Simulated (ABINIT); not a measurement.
# MgS (Niningerite) (Fm-3m) in ABINIT: a series of runs

Aim: see how the results for MgS (Niningerite) move with the level of theory and the settings. Levels: SCAN, revPBE. Tasks: equation of state.

All numbers are computed with ABINIT 10.8.3 (patched build); they aren't measurements. Logs are shortened: lines on timing, memory, paths and dates and some standing lists are left out, and cuts for length are marked. The log counts tension as positive stress, the text compression.

## (1) The structure

Symmetry: Fm-3m, No. 225, cubic system. The conventional cell has a = 5.203 Å, b = 5.203 Å, c = 5.203 Å, α = 90.00°, β = 90.00°, γ = 90.00°. Around S (site symmetry m-3m) lie 6 Mg at 2.60 Å. Mg (site symmetry m-3m) is surrounded by 6 S at 2.60 Å.

## (2) Equation of state, SCAN

File run.abi:

```
ndtset 7
getwfk -1
scalecart1 3*0.9795861087
scalecart2 3*0.9864848297
scalecart3 3*0.9932883884
scalecart4 3*1.0000000000
scalecart5 3*1.0066227096
scalecart6 3*1.0131594038
scalecart7 3*1.0196128224

pp_dirpath "./"
pseudos "S.GGA_PBE-JTH.xml, Mg.GGA_PBE-JTH.xml"

acell 3.6792887145 3.6792887145 3.6792887145 Angstrom
rprim
     0.0000000000     0.7071067812     0.7071067812
     0.7071067812     0.0000000000     0.7071067812
     0.7071067812     0.7071067812     0.0000000000
ntypat 2
znucl 16 12
natom 2
typat 1 2
xred
     0.5000000000     0.5000000000     0.5000000000
     0.0000000000     0.0000000000     0.0000000000

ecut 24.0
pawecutdg 46.0

kptopt 1
ngkpt 9 9 9
nshiftk 1
shiftk 0.0 0.0 0.0

ixc -263267
usekden 1
pawxcdev 0

nband 12
occopt 3
tsmear 0.00183747

nstep 100
tolvrs 1.0e-7

iomode 3
prtwf 1
prtden 0
prteig 0
prtebands 0
enunit 1
```

Potentials or basis: JTH PAW PBE v2.0.

Run with:

```console
$ abinit run.abi > log 2>&1
```

run.abo:

```text
.Version 10.8.3 of ABINIT
 DATASET    1 : space group Fm -3 m (#225); Bravais cF (face-center cubic)
================================================================================
 Values of the parameters that define the memory need for DATASET  1.
     intxc =       0    ionmov =       0      iscf =      17    lmnmax =       8
     lnmax =       4     mgfft =      32  mpssoang =       2    mqgrid =    3001
     natom =       2  nloc_mem =       2    nspden =       1   nspinor =       1
    nsppol =       1      nsym =      48    n1xccc =       1    ntypat =       2
    occopt =       3   xclevel =       2
       mpw =        1279          nfft =       32768          nkpt =          35
 PAW method is used; the additional fine FFT grid is defined by:
   mgfftf=        45    nfftf =     91125
================================================================================
================================================================================
[... 71 lines left out ...]
 DATASET    7 : space group Fm -3 m (#225); Bravais cF (face-center cubic)
================================================================================
 Values of the parameters that define the memory need for DATASET  7.
     intxc =       0    ionmov =       0      iscf =      17    lmnmax =       8
     lnmax =       4     mgfft =      32  mpssoang =       2    mqgrid =    3001
     natom =       2  nloc_mem =       2    nspden =       1   nspinor =       1
    nsppol =       1      nsym =      48    n1xccc =       1    ntypat =       2
    occopt =       3   xclevel =       2
       mpw =        1427          nfft =       32768          nkpt =          35
 PAW method is used; the additional fine FFT grid is defined by:
   mgfftf=        45    nfftf =     91125
================================================================================
================================================================================

--------------------------------------------------------------------------------
------------- Echo of variables that govern the present computation ------------
--------------------------------------------------------------------------------
 -outvars: echo values of preprocessed input variables --------
            acell      6.9528480085E+00  6.9528480085E+00  6.9528480085E+00 Bohr
              amu      3.20660000E+01  2.43050000E+01
             ecut      2.40000000E+01 Hartree
           enunit           1
           getwfk          -1
              ixc     -263267
           jdtset        1    2    3    4    5    6    7
         kptrlatt        9    0    0      0    9    0      0    0    9
          kptrlen1     6.12982199E+01
          kptrlen2     6.17299118E+01
          kptrlen3     6.21556487E+01
          kptrlen4     6.25756321E+01
          kptrlen5     6.29900523E+01
          kptrlen6     6.33990901E+01
          kptrlen7     6.38029168E+01
            natom           2
            nband          12
           ndtset           7
            ngfft          32      32      32
          ngfftdg          45      45      45
             nkpt          35
            nstep         100
             nsym          48
           ntypat           2
           occopt           3
        pawecutdg      4.60000000E+01 Hartree
         pawxcdev           0
           prtden           0
        prtebands           0
           prteig           0
          prtkden           1
            rprim1     0.0000000000E+00  6.9267198023E-01  6.9267198023E-01
                       6.9267198023E-01  0.0000000000E+00  6.9267198023E-01
                       6.9267198023E-01  6.9267198023E-01  0.0000000000E+00
            rprim2     0.0000000000E+00  6.9755011263E-01  6.9755011263E-01
                       6.9755011263E-01  0.0000000000E+00  6.9755011263E-01
                       6.9755011263E-01  6.9755011263E-01  0.0000000000E+00
            rprim3     0.0000000000E+00  7.0236095512E-01  7.0236095512E-01
                       7.0236095512E-01  0.0000000000E+00  7.0236095512E-01
                       7.0236095512E-01  7.0236095512E-01  0.0000000000E+00
            rprim4     0.0000000000E+00  7.0710678120E-01  7.0710678120E-01
                       7.0710678120E-01  0.0000000000E+00  7.0710678120E-01
                       7.0710678120E-01  7.0710678120E-01  0.0000000000E+00
            rprim5     0.0000000000E+00  7.1178974407E-01  7.1178974407E-01
                       7.1178974407E-01  0.0000000000E+00  7.1178974407E-01
                       7.1178974407E-01  7.1178974407E-01  0.0000000000E+00
            rprim6     0.0000000000E+00  7.1641188486E-01  7.1641188486E-01
                       7.1641188486E-01  0.0000000000E+00  7.1641188486E-01
                       7.1641188486E-01  7.1641188486E-01  0.0000000000E+00
            rprim7     0.0000000000E+00  7.2097514092E-01  7.2097514092E-01
                       7.2097514092E-01  0.0000000000E+00  7.2097514092E-01
                       7.2097514092E-01  7.2097514092E-01  0.0000000000E+00
          spgroup         225
           tolvrs      1.00000000E-07
           tsmear      1.83747000E-03 Hartree
            typat      1  2
          usekden           1
           useylm           1
           xangst1     2.5485401997E+00  2.5485401997E+00  2.5485401997E+00
                       0.0000000000E+00  0.0000000000E+00  0.0000000000E+00
           xangst2     2.5664882572E+00  2.5664882572E+00  2.5664882572E+00
                       0.0000000000E+00  0.0000000000E+00  0.0000000000E+00
           xangst3     2.5841887357E+00  2.5841887357E+00  2.5841887357E+00
                       0.0000000000E+00  0.0000000000E+00  0.0000000000E+00
           xangst4     2.6016500000E+00  2.6016500000E+00  2.6016500000E+00
                       0.0000000000E+00  0.0000000000E+00  0.0000000000E+00
           xangst5     2.6188799724E+00  2.6188799724E+00  2.6188799724E+00
                       0.0000000000E+00  0.0000000000E+00  0.0000000000E+00
           xangst6     2.6358861629E+00  2.6358861629E+00  2.6358861629E+00
                       0.0000000000E+00  0.0000000000E+00  0.0000000000E+00
           xangst7     2.6526756994E+00  2.6526756994E+00  2.6526756994E+00
                       0.0000000000E+00  0.0000000000E+00  0.0000000000E+00
            xcart1     4.8160429983E+00  4.8160429983E+00  4.8160429983E+00
                       0.0000000000E+00  0.0000000000E+00  0.0000000000E+00
            xcart2     4.8499599115E+00  4.8499599115E+00  4.8499599115E+00
                       0.0000000000E+00  0.0000000000E+00  0.0000000000E+00
            xcart3     4.8834089681E+00  4.8834089681E+00  4.8834089681E+00
                       0.0000000000E+00  0.0000000000E+00  0.0000000000E+00
            xcart4     4.9164059755E+00  4.9164059755E+00  4.9164059755E+00
                       0.0000000000E+00  0.0000000000E+00  0.0000000000E+00
            xcart5     4.9489659045E+00  4.9489659045E+00  4.9489659045E+00
                       0.0000000000E+00  0.0000000000E+00  0.0000000000E+00
            xcart6     4.9811029470E+00  4.9811029470E+00  4.9811029470E+00
                       0.0000000000E+00  0.0000000000E+00  0.0000000000E+00
            xcart7     5.0128305727E+00  5.0128305727E+00  5.0128305727E+00
                       0.0000000000E+00  0.0000000000E+00  0.0000000000E+00
             xred      5.0000000000E-01  5.0000000000E-01  5.0000000000E-01
                       0.0000000000E+00  0.0000000000E+00  0.0000000000E+00
            znucl       16.00000   12.00000

================================================================================

 chkinp: Checking input parameters for consistency, jdtset=   1.

 chkinp: Checking input parameters for consistency, jdtset=   2.

 chkinp: Checking input parameters for consistency, jdtset=   3.

 chkinp: Checking input parameters for consistency, jdtset=   4.
[... 27 lines left out ...]
 getcut: wavevector=  0.0000  0.0000  0.0000  ngfft=  32  32  32
         ecut(hartree)=     24.000   => boxcut(ratio)=   2.13046

 Fine grid specifications (used for densities):

 getcut: wavevector=  0.0000  0.0000  0.0000  ngfft=  45  45  45
         ecut(hartree)=     46.000   => boxcut(ratio)=   2.11594

--- Pseudopotential description ------------------------------------------------
- pspini: atom type   1  psp file is ./S.GGA_PBE-JTH.xml
 Pseudopotential format is: paw10
 basis_size (lnmax)=  4 (lmn_size=  8), orbitals=   0   0   1   1
 Spheres core radius: rc_sph= 1.90380259
 Shapefunction is SIN type: shapef(r)=[sin(pi*r/rshp)/(pi*r/rshp)]**2
 Radius for shape functions =  1.40128485
 Compensation charge density is not taken into account in XC energy/potential

- pspini: atom type   2  psp file is ./Mg.GGA_PBE-JTH.xml
 Pseudopotential format is: paw10
 basis_size (lnmax)=  4 (lmn_size=  8), orbitals=   0   0   1   1
 Spheres core radius: rc_sph= 1.90157919
 Shapefunction is SIN type: shapef(r)=[sin(pi*r/rshp)/(pi*r/rshp)]**2
 Radius for shape functions =  1.70710089
 Compensation charge density is not taken into account in XC energy/potential

   2.37356141E+02                                ecore*ucvol(ha*bohr**3)
--------------------------------------------------------------------------------

================================================================================

--- !BeginCycle
iteration_state: {dtset: 1, }
solver: {iscf: 17, nstep: 100, nline: 4, wfoptalg: 10, }
tolerances: {tolvrs: 1.00E-07, }
...

     iter   Etot(hartree)      deltaE(h)  residm     nres2
 ETOT  1  -69.815868259844    -6.982E+01 1.132E+01 2.701E+00
 ETOT  2  -71.557844454489    -1.742E+00 3.484E-02 4.321E+00
 ETOT  3  -71.548019610008     9.825E-03 8.459E-03 1.188E+00
 ETOT  4  -71.547540367342     4.792E-04 1.253E-03 9.269E-02
 ETOT  5  -71.547731524705    -1.912E-04 1.730E-04 2.916E-02
 ETOT  6  -71.547702931352     2.859E-05 5.841E-05 4.811E-04
 ETOT  7  -71.547704131407    -1.200E-06 3.795E-05 7.229E-05
 ETOT  8  -71.547704264518    -1.331E-07 7.014E-05 2.152E-05
 ETOT  9  -71.547704252254     1.226E-08 2.497E-05 7.785E-07
 ETOT 10  -71.547704251866     3.880E-10 4.054E-05 2.149E-08
[... 1216 lines left out ...]
 Cartesian components of stress tensor (hartree/bohr^3)
  sigma(1 1)=  1.59301724E-04  sigma(3 2)=  0.00000000E+00
  sigma(2 2)=  1.59301724E-04  sigma(3 1)=  0.00000000E+00
  sigma(3 3)=  1.59301724E-04  sigma(2 1)=  0.00000000E+00

-Cartesian components of stress tensor (GPa)         [Pressure= -4.6868E+00 GPa]
- sigma(1 1)=  4.68681854E+00  sigma(3 2)=  0.00000000E+00
- sigma(2 2)=  4.68681854E+00  sigma(3 1)=  0.00000000E+00
- sigma(3 3)=  4.68681854E+00  sigma(2 1)=  0.00000000E+00

== END DATASET(S) ==============================================================
================================================================================

 -outvars: echo values of variables after computation  --------
            acell      6.9528480085E+00  6.9528480085E+00  6.9528480085E+00 Bohr
           etotal1    -7.1547704252E+01
           etotal2    -7.1548347354E+01
           etotal3    -7.1548676878E+01
           etotal4    -7.1548712441E+01
           etotal5    -7.1548482854E+01
           etotal6    -7.1548063148E+01
           etotal7    -7.1547431491E+01
            fcart1    -0.0000000000E+00 -0.0000000000E+00 -0.0000000000E+00
                      -0.0000000000E+00 -0.0000000000E+00 -0.0000000000E+00
            fcart2    -0.0000000000E+00 -0.0000000000E+00 -0.0000000000E+00
                      -0.0000000000E+00 -0.0000000000E+00 -0.0000000000E+00
            fcart3    -0.0000000000E+00 -0.0000000000E+00 -0.0000000000E+00
                      -0.0000000000E+00 -0.0000000000E+00 -0.0000000000E+00
            fcart4    -0.0000000000E+00 -0.0000000000E+00 -0.0000000000E+00
                      -0.0000000000E+00 -0.0000000000E+00 -0.0000000000E+00
            fcart5    -0.0000000000E+00 -0.0000000000E+00 -0.0000000000E+00
                      -0.0000000000E+00 -0.0000000000E+00 -0.0000000000E+00
            fcart6    -0.0000000000E+00 -0.0000000000E+00 -0.0000000000E+00
                      -0.0000000000E+00 -0.0000000000E+00 -0.0000000000E+00
            fcart7    -0.0000000000E+00 -0.0000000000E+00 -0.0000000000E+00
                      -0.0000000000E+00 -0.0000000000E+00 -0.0000000000E+00
            rprim1     0.0000000000E+00  6.9267198023E-01  6.9267198023E-01
[... 30 lines left out ...]
           strten6     1.1992035709E-04  1.1992035709E-04  1.1992035709E-04
                       0.0000000000E+00  0.0000000000E+00  0.0000000000E+00
           strten7     1.5930172417E-04  1.5930172417E-04  1.5930172417E-04
                       0.0000000000E+00  0.0000000000E+00  0.0000000000E+00
           xangst1     2.5485401997E+00  2.5485401997E+00  2.5485401997E+00
                       0.0000000000E+00  0.0000000000E+00  0.0000000000E+00
           xangst2     2.5664882572E+00  2.5664882572E+00  2.5664882572E+00
                       0.0000000000E+00  0.0000000000E+00  0.0000000000E+00
           xangst3     2.5841887357E+00  2.5841887357E+00  2.5841887357E+00
                       0.0000000000E+00  0.0000000000E+00  0.0000000000E+00
           xangst4     2.6016500000E+00  2.6016500000E+00  2.6016500000E+00
                       0.0000000000E+00  0.0000000000E+00  0.0000000000E+00
           xangst5     2.6188799724E+00  2.6188799724E+00  2.6188799724E+00
                       0.0000000000E+00  0.0000000000E+00  0.0000000000E+00
           xangst6     2.6358861629E+00  2.6358861629E+00  2.6358861629E+00
                       0.0000000000E+00  0.0000000000E+00  0.0000000000E+00
           xangst7     2.6526756994E+00  2.6526756994E+00  2.6526756994E+00
                       0.0000000000E+00  0.0000000000E+00  0.0000000000E+00
             xred      5.0000000000E-01  5.0000000000E-01  5.0000000000E-01
                       0.0000000000E+00  0.0000000000E+00  0.0000000000E+00
 Calculation completed.
```

Wall time 4.9 min (1 thread of Arm Neoverse V1, shared host); peak memory 0.16 GiB.

What came out:

* Equilibrium volume: 17.48 Å³/atom
* Bulk modulus: 81 GPa
* Pressure derivative of the bulk modulus: 5.7 (rough: it moves with the points fitted)

Energy against volume, from the lowest point:
```
volume (Å³/atom)  energy (meV/atom)
          16.553              13.72
          16.905               4.97
          17.257               0.48
          17.609               0.00
          17.962               3.12
          18.314               8.83
          18.666              17.43
```

Caveat: pressures at fixed basis lie under the slope of the energies; the PAW data sets were made with another functional, which shifts forces and pressure a little.

## (3) Equation of state, revPBE

Changes to run.abi since step 2:

```diff
@@ -28,2 +28,3 @@
 pawecutdg 46.0
+pawxcdev 0
 
@@ -34,5 +35,3 @@
 
-ixc -263267
-usekden 1
-pawxcdev 0
+ixc 14
 
@@ -43,3 +42,3 @@
 nstep 100
-tolvrs 1.0e-7
+tolvrs 1.0e-9
```

Potentials or basis: JTH PAW PBE v2.0.

Run with:

```console
$ abinit run.abi > log 2>&1
```

run.abo:

```text
.Version 10.8.3 of ABINIT
 DATASET    1 : space group Fm -3 m (#225); Bravais cF (face-center cubic)
================================================================================
 Values of the parameters that define the memory need for DATASET  1.
     intxc =       0    ionmov =       0      iscf =      17    lmnmax =       8
     lnmax =       4     mgfft =      32  mpssoang =       2    mqgrid =    3001
     natom =       2  nloc_mem =       2    nspden =       1   nspinor =       1
    nsppol =       1      nsym =      48    n1xccc =       1    ntypat =       2
    occopt =       3   xclevel =       2
       mpw =        1279          nfft =       32768          nkpt =          35
 PAW method is used; the additional fine FFT grid is defined by:
   mgfftf=        45    nfftf =     91125
================================================================================
================================================================================
[... 71 lines left out ...]
 DATASET    7 : space group Fm -3 m (#225); Bravais cF (face-center cubic)
[... 1406 lines left out ...]
                      -0.0000000000E+00 -0.0000000000E+00 -0.0000000000E+00
            fcart5    -0.0000000000E+00 -0.0000000000E+00 -0.0000000000E+00
                      -0.0000000000E+00 -0.0000000000E+00 -0.0000000000E+00
[... 38 lines left out ...]
                       0.0000000000E+00  0.0000000000E+00  0.0000000000E+00
           xangst1     2.5485401997E+00  2.5485401997E+00  2.5485401997E+00
                       0.0000000000E+00  0.0000000000E+00  0.0000000000E+00
           xangst2     2.5664882572E+00  2.5664882572E+00  2.5664882572E+00
                       0.0000000000E+00  0.0000000000E+00  0.0000000000E+00
           xangst3     2.5841887357E+00  2.5841887357E+00  2.5841887357E+00
                       0.0000000000E+00  0.0000000000E+00  0.0000000000E+00
           xangst4     2.6016500000E+00  2.6016500000E+00  2.6016500000E+00
                       0.0000000000E+00  0.0000000000E+00  0.0000000000E+00
           xangst5     2.6188799724E+00  2.6188799724E+00  2.6188799724E+00
                       0.0000000000E+00  0.0000000000E+00  0.0000000000E+00
           xangst6     2.6358861629E+00  2.6358861629E+00  2.6358861629E+00
                       0.0000000000E+00  0.0000000000E+00  0.0000000000E+00
           xangst7     2.6526756994E+00  2.6526756994E+00  2.6526756994E+00
                       0.0000000000E+00  0.0000000000E+00  0.0000000000E+00
             xred      5.0000000000E-01  5.0000000000E-01  5.0000000000E-01
                       0.0000000000E+00  0.0000000000E+00  0.0000000000E+00
 Calculation completed.
```

It took 85 s on 1 thread of Arm Neoverse V1, shared host; peak memory 0.14 GiB.

What came out:

| Item | Value |
| --- | --- |
| Equilibrium volume | 18.29 Å³/atom |
| Bulk modulus | 70 GPa |
| Pressure derivative of the bulk modulus | 3.9 |

Energy against volume, from the lowest point:
| volume (Å³/atom) | energy (meV/atom) |
| --- | --- |
| 16.553 | 42.47 |
| 16.905 | 26.08 |
| 17.257 | 13.98 |
| 17.609 | 5.84 |
| 17.962 | 1.28 |
| 18.314 | 0.00 |
| 18.666 | 1.62 |

Caveat: pressures at fixed basis lie under the slope of the energies; the PAW data sets were made with another functional, which shifts forces and pressure a little. Zero-point motion and thermal expansion aren't in these numbers.
